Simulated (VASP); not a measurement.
# SrO (Fm-3m) in VASP: notebook

Runs on SrO. Level: PBE. Tasks: relaxation of cell and atoms, electrostatic potential.

Everything below comes from runs of VASP 6.6.1. Logs are shortened: lines on timing, memory, paths and dates and some standing lists are left out, and cuts for length are marked.

**1. The structure**

The structure is cubic, space group Fm-3m (No. 225). The conventional cell has a = 5.130 Å, b = 5.130 Å, c = 5.130 Å, α = 90.00°, β = 90.00°, γ = 90.00°. Around Sr (site symmetry m-3m) lie 6 O at 2.56 Å. O (site symmetry m-3m) has 6 Sr at 2.56 Å as nearest neighbours.

The cell was built by a generator and needn't be a form met in nature.

**2. Relaxation of cell and atoms, PBE**

Contents of INCAR:

```
  PREC = Accurate
  ENCUT = 700
  EDIFF = 1E-7
  ISMEAR = 0
  SIGMA = 0.02
  LREAL = F
  LASPH = T
  NELM = 120
  ALGO = Normal
  ISIF = 3
  LWAVE = F
  LCHARG = F
  GGA = PE
  IBRION = 2
  NSW = 60
  EDIFFG = -0.005
```

Contents of KPOINTS:

```
Automatic mesh
0
Gamma
  10 10 10
```

Contents of POSCAR:

```
SrO
1.0
    0.0000000000      2.5650000000      2.5650000000
    2.5650000000      0.0000000000      2.5650000000
    2.5650000000      2.5650000000      0.0000000000
Sr O
1 1
Direct
    0.0000000000      0.0000000000      0.0000000000
    0.5000000000      0.5000000000      0.5000000000
```

Potentials or basis: VASP PAW PBE potentials, release 64 (Sr_sv, O).

Command:

```sh
$ cat potpaw_PBE.64/Sr_sv/POTCAR potpaw_PBE.64/O/POTCAR > POTCAR
$ mpirun -np 1 vasp_std > vasp.out
```

OUTCAR:

```text
PREC = Accurate
   ENCUT = 700
   EDIFF = 1E-7
   ISMEAR = 0
   LREAL = F
   LASPH = T
   NELM = 120
   ISIF = 3
   GGA = PE
   IBRION = 2
   NSW = 60
   EDIFFG = -0.005

 ion  position               nearest neighbor table
   1  0.000  0.000  0.000-   2 2.56   2 2.56   2 2.56   2 2.56   2 2.56   2 2.56
   2  0.500  0.500  0.500-   1 2.56   1 2.56   1 2.56   1 2.56   1 2.56   1 2.56

  LATTYP: Found a face centered cubic cell.
 ALAT       =     5.1300000000

  Lattice vectors:

 A1 = (   0.0000000000,   2.5650000000,   2.5650000000)
 A2 = (   2.5650000000,   0.0000000000,   2.5650000000)
 A3 = (   2.5650000000,   2.5650000000,   0.0000000000)

Analysis of symmetry for initial positions (statically):
=====================================================================
 Subroutine PRICEL returns:
 Original cell was already a primitive cell.

 Routine SETGRP: Setting up the symmetry group for a
 face centered cubic supercell.

 Subroutine GETGRP returns: Found 48 space group operations
 (whereof 48 operations were pure point group operations)
 out of a pool of 48 trial point group operations.

The static configuration has the point symmetry O_h .

Analysis of symmetry for dynamics (positions and initial velocities):
=====================================================================
 Subroutine PRICEL returns:
 Original cell was already a primitive cell.

 Routine SETGRP: Setting up the symmetry group for a
 face centered cubic supercell.

 Subroutine GETGRP returns: Found 48 space group operations
 (whereof 48 operations were pure point group operations)
 out of a pool of 48 trial point group operations.

The dynamic configuration has the point symmetry O_h .

 Subroutine INISYM returns: Found 48 space group operations
 (whereof 48 operations are pure point group operations),
 and found     1 'primitive' translations

----------------------------------------------------------------------------------------

                                     Primitive cell

  volume of cell :      33.7514

  direct lattice vectors                    reciprocal lattice vectors
     0.000000000  2.565000000  2.565000000    -0.194931774  0.194931774  0.194931774
     2.565000000  0.000000000  2.565000000     0.194931774 -0.194931774  0.194931774
     2.565000000  2.565000000  0.000000000     0.194931774  0.194931774 -0.194931774

  length of vectors
     3.627457787  3.627457787  3.627457787     0.337631736  0.337631736  0.337631736

  position of ions in fractional coordinates (direct lattice)
     0.000000000  0.000000000  0.000000000
     0.500000000  0.500000000  0.500000000

  ion indices of the primitive-cell ions
   primitive index   ion index
                 1           1
                 2           2

----------------------------------------------------------------------------------------

 KPOINTS: Automatic mesh

Automatic generation of k-mesh.
 Grid dimensions read from file:
 generate k-points for:   10   10   10

 Generating k-lattice:

  Cartesian coordinates                     Fractional coordinates (reciprocal lattice)
    -0.019493177  0.019493177  0.019493177     0.100000000  0.000000000  0.000000000
     0.019493177 -0.019493177  0.019493177     0.000000000  0.100000000  0.000000000
     0.019493177  0.019493177 -0.019493177     0.000000000  0.000000000  0.100000000

  Length of vectors
     0.033763174  0.033763174  0.033763174

  Shift w.r.t. Gamma in fractional coordinates (k-lattice)
     0.000000000  0.000000000  0.000000000

 Subroutine IBZKPT returns following result:
 ===========================================

 Found     47 irreducible k-points:

 Following reciprocal coordinates:
            Coordinates               Weight
  0.000000  0.000000  0.000000      1.000000
  0.100000  0.000000  0.000000      8.000000
  0.200000  0.000000  0.000000      8.000000
  0.300000  0.000000  0.000000      8.000000
  0.400000  0.000000  0.000000      8.000000
  0.500000  0.000000  0.000000      4.000000
[... 16 lines left out ...]
  0.300000  0.300000  0.000000      6.000000
  0.400000  0.300000  0.000000     24.000000
 [... further k-points ...]
   k-points           NKPTS =     47   k-points in BZ     NKDIM =     47   number of bands    NBANDS=     12
   number of dos      NEDOS =    301   number of ions     NIONS =      2
   total plane-waves  NPLWV =  32768
   dimension x,y,z NGX =    32 NGY =   32 NGZ =   32
   dimension x,y,z NGXF=    64 NGYF=   64 NGZF=   64
   ions per type =               1   1
   NGX,Y,Z   is equivalent  to a cutoff of  14.67, 14.67, 14.67 a.u.
   NGXF,Y,Z  is equivalent  to a cutoff of  29.33, 29.33, 29.33 a.u.
 SYSTEM =  unknown system
   PREC   = accura    normal or accurate (medium, high low for compatibility)
   ISTART =      0    job   : 0-new  1-cont  2-samecut
   ICHARG =      2    charge: 1-file 2-atom 10-const
   ISPIN  =      1    spin polarized calculation?
   LNONCOLLINEAR =      F non collinear calculations
   LSORBIT =      F    spin-orbit coupling
   LASPH  =      T    aspherical Exc in radial PAW
   ENCUT  =  700.0 eV  51.45 Ry    7.17 a.u.   7.83  7.83  7.83*2*pi/ulx,y,z
   NELM   =    120;   NELMIN=  2; NELMDL= -5     # of ELM steps
   EDIFF  = 0.1E-06   stopping-criterion for ELM
   LREAL  =      F    real-space projection
   EDIFFG = -.5E-02   stopping-criterion for IOM
   NSW    =     60    number of steps for IOM
   IBRION =      2    ionic relax: 0-MD 1-quasi-New 2-CG
   NFREE  =      1    steps in history (QN), initial steepest desc. (CG)
   ISIF   =      3    stress and relaxation
   ISYM   =      2    0-nonsym 1-usesym 2-fastsym
   POTIM  = 0.5000    time-step for ionic-motion
   TEBEG  =    0.0;   TEEND  =   0.0 temperature during run
   PSTRESS=    0.0 pullay stress
   NELECT =      16.0000    total number of electrons
   NUPDOWN=      -1.0000    fix difference up-down
   EMIN   =  10.00;   EMAX   =-10.00  energy-range for DOS
   EFERMI =   0.00;   METHOD = LEGACY
   ISMEAR =     0;   SIGMA  =   0.02  broadening in eV -4-tet -1-fermi 0-gaus
   EFERMI_NEDOS =   21; number of points for ismear=-14 and -15
   IALGO  =     38    algorithm
   IMIX   =      4    mixing-type and parameters
     AMIX     =   0.40;   BMIX     =  1.00
     AMIX_MAG =   1.60;   BMIX_MAG =  1.00
  volume/ion in A,a.u.               =      16.88       113.88
  Fermi-wavevector in a.u.,A,eV,Ry     =   1.276490  2.412217 22.169701  1.629427
  Thomas-Fermi vector in A             =   2.409143
   LORBIT       =      0    0 simple, 1 ext, 2 COOP (PROOUT), +10 PAW based schemes
   GGA     = PE    functional components
   LHFCALC =     F    Hartree Fock is set to
   AEXX    =    0.0000 exact exchange contribution
   IVDW    =     0    specifies the selected vdW correction
   LEPSILON=     F    determine dielectric tensor
   LRPA    =     F    only Hartree local field effects (RPA)
 conjugate gradient relaxation of ions
 non-spin polarized calculation
 Gauss-broadening in eV      SIGMA  =   0.02
  energy-cutoff  :      700.00
  volume of cell :       33.75
 maximum number of plane-waves:      1430
   NGX = 15   NGY = 15   NGZ = 15

--------------------------------------- Ionic step        1  -------------------------------------------

 number of electron      15.9999999 magnetization

 Free energy of the ion-electron system (eV)
  ---------------------------------------------------
  ext. energy  EPLUGINS =         0.00000000
  ---------------------------------------------------
  free energy    TOTEN  =       -12.04028436 eV

  energy without entropy =      -12.04028436  energy(sigma->0) =      -12.04028436

 E-fermi :   1.8855     XC(G=0): -10.0589

 val. band max:        1.6941129429   @ k =   0.0000   0.0000   0.0000
 cond. band min:       4.9573920445   @ k =   0.5000   0.5000   0.0000
 fundamental gap:      3.2632791016
 Fermi energy:         1.8855387674

 k-point     1 :       0.0000    0.0000    0.0000
  band No.  band energies     occupation
      1     -30.6689      2.00000
      2     -13.4025      2.00000
      3     -12.2994      2.00000
      4     -12.2994      2.00000
      5     -12.2994      2.00000
      6       1.6941      2.00000
      7       1.6941      2.00000
      8       1.6941      2.00000
      9       5.7305      0.00000
     10       7.9224      0.00000
     11       7.9224      0.00000
     12       7.9224      0.00000

 k-point     2 :       0.1000    0.0000    0.0000
  band No.  band energies     occupation
      1     -30.6555      2.00000
      2     -13.6594      2.00000
      3     -12.3075      2.00000
      4     -12.3075      2.00000
      5     -12.0753      2.00000
      6       1.3869      2.00000
      7       1.5622      2.00000
      8       1.5622      2.00000
      9       6.1960      0.00000
     10       7.8139      0.00000
     11       8.1211      0.00000
     12       8.1211      0.00000
[... 379 lines left out ...]
 VOLUME and BASIS-vectors are now :
 -----------------------------------------------------------------------------
  energy-cutoff  :      700.00
  volume of cell :       35.83
      direct lattice vectors                 reciprocal lattice vectors
    -0.000000000  2.616636428  2.616636428    -0.191085011  0.191085011  0.191085011
     2.616636428 -0.000000000  2.616636428     0.191085011 -0.191085011  0.191085011
     2.616636428  2.616636428  0.000000000     0.191085011  0.191085011 -0.191085011

 POSITION                                       TOTAL-FORCE (eV/Angst)
 -----------------------------------------------------------------------------------
     -0.00000      2.61664      2.61664         0.000000      0.000000      0.000000
      2.61664      2.61664      2.61664        -0.000000     -0.000000     -0.000000
 -----------------------------------------------------------------------------------
    total drift:                               -0.000000     -0.000000      0.000000

  FREE ENERGIE OF THE ION-ELECTRON SYSTEM (eV)
  ---------------------------------------------------
  free  energy   TOTEN  =       -12.0547334357 eV

  energy  without entropy=      -12.0547334357  energy(sigma->0) =      -12.05473344

--------------------------------------- Ionic step        3  -------------------------------------------

 number of electron      16.0000001 magnetization

 Free energy of the ion-electron system (eV)
  ---------------------------------------------------
  ext. energy  EPLUGINS =         0.00000000
  ---------------------------------------------------
  free energy    TOTEN  =       -12.05758281 eV

  energy without entropy =      -12.05758281  energy(sigma->0) =      -12.05758281

 E-fermi :   1.6586     XC(G=0):  -9.8608

 val. band max:        1.4985815171   @ k =   0.0000   0.0000   0.0000
 cond. band min:       4.7829900009   @ k =   0.5000   0.5000   0.0000
 fundamental gap:      3.2844084838
 Fermi energy:         1.6586327292

 k-point     1 :       0.0000    0.0000    0.0000
  band No.  band energies     occupation
      1     -31.0150      2.00000
      2     -13.5453      2.00000
      3     -12.6873      2.00000
      4     -12.6873      2.00000
      5     -12.6873      2.00000
      6       1.4986      2.00000
      7       1.4986      2.00000
      8       1.4986      2.00000
      9       5.2375      0.00000
     10       7.6319      0.00000
     11       7.6319      0.00000
     12       7.6319      0.00000

 k-point     2 :       0.1000    0.0000    0.0000
  band No.  band energies     occupation
      1     -31.0039      2.00000
      2     -13.8104      2.00000
      3     -12.6947      2.00000
      4     -12.6947      2.00000
      5     -12.4502      2.00000
      6       1.1976      2.00000
      7       1.3767      2.00000
      8       1.3767      2.00000
      9       5.6942      0.00000
     10       7.5251      0.00000
     11       7.8213      0.00000
     12       7.8213      0.00000
[... 343 lines left out ...]
 VOLUME and BASIS-vectors are now :
 -----------------------------------------------------------------------------
  energy-cutoff  :      700.00
  volume of cell :       35.21
      direct lattice vectors                 reciprocal lattice vectors
    -0.000000000  2.601309134  2.601309134    -0.192210912  0.192210912  0.192210912
     2.601309134 -0.000000000  2.601309134     0.192210912 -0.192210912  0.192210912
     2.601309134  2.601309134  0.000000000     0.192210912  0.192210912 -0.192210912

 POSITION                                       TOTAL-FORCE (eV/Angst)
 -----------------------------------------------------------------------------------
      0.00000      0.00000      0.00000         0.000000      0.000000      0.000000
      2.60131      2.60131      2.60131         0.000000      0.000000     -0.000000
 -----------------------------------------------------------------------------------
    total drift:                                0.000000     -0.000000      0.000000

  FREE ENERGIE OF THE ION-ELECTRON SYSTEM (eV)
  ---------------------------------------------------
  free  energy   TOTEN  =       -12.0575828053 eV

  energy  without entropy=      -12.0575828053  energy(sigma->0) =      -12.05758281

 reached required accuracy - stopping structural energy minimisation
```

Wall time 1.7 min (1 thread of Intel Xeon Platinum 8375C at 2.90GHz (Ice Lake), shared host); peak memory 0.18 GiB.

What came out:

| Item | Value |
| --- | --- |
| Free energy | -12.0576 eV |
| Relaxed volume | 17.60 Å³/atom |
| Relaxed cell | a = 3.679 Å, b = 3.679 Å, c = 3.679 Å, α = 60.00°, β = 60.00°, γ = 60.00° |
| Space group after relaxing (to 0.05 Å) | Fm-3m (No. 225) |
| Energy gained by relaxing | 8.6 meV/atom |
| Ionic steps | 3 |
| Pressure after relaxing | 0.0 GPa |
| Band gap on the k mesh | 3.28 eV, indirect (least direct gap 3.39 eV) |

The path:
| step | energy change (eV) | largest force (eV/Å) | pressure (GPa) | volume (Å³) |
| --- | --- | --- | --- | --- |
| 1 | 0.0000 | 0.0000 | 3.96 | 33.75 |
| 2 | -0.0144 | 0.0000 | -1.44 | 35.83 |
| 3 | -0.0173 | 0.0000 | 0.00 | 35.21 |

Final structure:
```
Sr O
1.0
     0.00000    2.60131    2.60131
     2.60131    0.00000    2.60131
     2.60131    2.60131    0.00000
Sr O
1 1
Direct
  0.00000 0.00000 0.00000
  0.50000 0.50000 0.50000
```

**3. Electrostatic potential, PBE**

This run uses another cell than the first one, of 17.60 Å³/atom, 1.043 times its volume.

Contents of INCAR:

```
PREC = Accurate
ENCUT = 700
EDIFF = 1E-7
ISMEAR = 0
SIGMA = 0.02
LREAL = F
LASPH = T
NELM = 100
ALGO = Normal
ISIF = 2
LWAVE = F
LCHARG = T
GGA = PE
LVHAR = T
```

Contents of KPOINTS:

```
regular mesh
0
Gamma
  10 10 10
```

Contents of POSCAR:

```
SrO                                     
1.0
   -0.0000000000      2.6013091336      2.6013091336
    2.6013091336     -0.0000000000      2.6013091336
    2.6013091336      2.6013091336      0.0000000000
  Sr              O             
     1     1
Direct
     0.0000000000000000    0.0000000000000000    0.0000000000000000
     0.5000000000000000    0.5000000000000000    0.5000000000000000
```

Potentials or basis: VASP PAW PBE potentials, release 64 (Sr_sv, O).

Command:

```sh
$ cat potpaw_PBE.64/Sr_sv/POTCAR potpaw_PBE.64/O/POTCAR > POTCAR
$ mpirun -np 1 vasp_std > vasp.out
```

Run time: 32 s. Hardware: 1 thread of Intel Xeon Platinum 8375C at 2.90GHz (Ice Lake), shared host; peak memory 0.19 GiB.

It converged, with:

* Free energy: -12.0595 eV
* Pressure: 0.0 GPa
* Band gap on the k mesh: 3.28 eV, indirect (least direct gap 3.39 eV)

Levels at points of the mesh, in eV from the valence-band top:
| k point | band 5 | band 6 | band 7 | band 8 | band 9 | band 10 | band 11 | band 12 |
| --- | --- | --- | --- | --- | --- | --- | --- | --- |
| (0.00, 0.00, 0.00) | -14.19 | 0.00 | 0.00 | 0.00 | 3.74 | 6.13 | 6.13 | 6.13 |
| (0.50, 0.00, 0.00) | -13.01 | -2.10 | -1.07 | -1.07 | 6.40 | 8.18 | 8.65 | 8.65 |
| (0.50, 0.50, 0.00) | -14.51 | -0.49 | -0.11 | -0.11 | 3.28 | 7.54 | 9.94 | 10.07 |
